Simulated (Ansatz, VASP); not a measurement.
# Two plane-wave programs on Re

The input POSCAR:

```
Re
1.0
    3.5863920955      0.0000000000      0.0000000000
   -1.7931960478      3.1059066627      0.0000000000
    0.0000000000      0.0000000000      4.0688818864
Re
3
Direct
    0.2254000000      0.0000000000      0.3333333333
    0.0000000000      0.2254000000      0.6666666667
    0.7746000000      0.7746000000      0.0000000000
```

INCAR.step1

```
SYSTEM = Re
ALGO = Normal
EDIFF = 1E-4
ENCUT = 520
GGA = PE
ISMEAR = 0
LASPH = .TRUE.
LCHARG = .FALSE.
LREAL = .FALSE.
LWAVE = .TRUE.
NBANDS = 18
NELM = 100
PREC = Accurate
SIGMA = 0.1
```

Contents of INCAR.step2:

```
SYSTEM = Re
ALGO = Normal
EDIFF = 1E-6
ENCUT = 520
ISIF = 2
ISMEAR = 0
ISTART = 1
LASPH = .TRUE.
LCHARG = .TRUE.
LELF = .TRUE.
LMIXTAU = .TRUE.
LREAL = .FALSE.
LVHAR = .TRUE.
LWAVE = .FALSE.
METAGGA = R2SCAN
NBANDS = 18
NELM = 100
PREC = Accurate
SIGMA = 0.1
```

KPOINTS

```
k-points
0
G
  6 6 4
  0 0 0
```

Input for Ansatz:

```yaml
crystal:
  lattice:
    - [3.5863920955, 0.0, 0.0]
    - [-1.7931960478, 3.1059066627, 0.0]
    - [0.0, 0.0, 4.0688818864]
  atoms:
    - { symbol: Re, position: [0.2254, 0.0, 0.3333333333] }
    - { symbol: Re, position: [0.0, 0.2254, 0.6666666667] }
    - { symbol: Re, position: [0.7746, 0.7746, 0.0] }
basis:
  ecutwfc: 500
kpoints:
  mp_grid: { grid: [6, 6, 4] }
hamiltonian:
  xc: r2scan
scf:
  occupations: { method: gaussian, width: 0.1 }
  lower_state_search: "off"
output:
  forces: true
  stress: true
  eigenvalues: true
```

Alike in both runs: task single point; functional r2SCAN; k mesh 6 × 6 × 4; occupations gaussian, width 0.1 eV; no spin polarisation.

|  | VASP | Ansatz |
| --- | --- | --- |
| version | VASP 6.6.1 | Ansatz 0.2.0 |
| potentials or method | VASP PAW PBE potentials, release 64 (Re) | scalar-relativistic, plane waves, PAW |
| plane-wave cutoff (eV) | 520 | 500 |
| valence electrons in the cell | 21 | 45 |

Ansatz gave:

| Item | Value |
| --- | --- |
| gap on the k mesh at the Fermi level (eV) | none |
| rms of the force components (eV/Å) | 14.457 |

Estimate VASP's values.

gap on the k mesh at the Fermi level (eV): none; rms of the force components (eV/Å): 10.733.

Atom by atom the forces differ by 3.724 eV/Å (rms over components). A gap of «none» marks a metal or a gap that the smearing closes. With one functional, cell and mesh, what is left measures potentials, basis and numerics. The two sets of potentials don't hold the same shells in valence.

Caveats: the k mesh is coarse (spacing up to 0.39 Å⁻¹), so the values aren't converged; the PAW data sets were made with another functional, which shifts forces and pressure a little (VASP). Spin-orbit coupling is left out, which matters for the levels of Re.
